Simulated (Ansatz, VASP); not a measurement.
S in VASP and in Ansatz

```
CELL_PARAMETERS angstrom
0.00000 2.01044 2.01044
2.01044 0.00000 2.01044
2.01044 2.01044 0.00000
ATOMIC_POSITIONS crystal
S 0.00000 0.00000 0.00000
```

Change from the starting cell: volume scaled by 1.025.

Alike in both runs: task single point; functional PBE; k mesh 16 × 16 × 16; occupations fermi-dirac, width 0.03 eV; no spin polarisation.

|  | VASP | Ansatz |
| --- | --- | --- |
| version | VASP 6.6.1 | Ansatz 0.2.0 |
| potentials or method | VASP PAW PBE potentials, release 64 (S), cutoff 520 eV | all-electron LAPW, scalar-relativistic |

```tsv
	VASP	Ansatz	Ansatz less VASP
pressure (GPa)	-2.0	-1.8	+0.20
```

Ansatz ran all-electron here, so the differences hold the error of VASP's frozen core and of both bases.
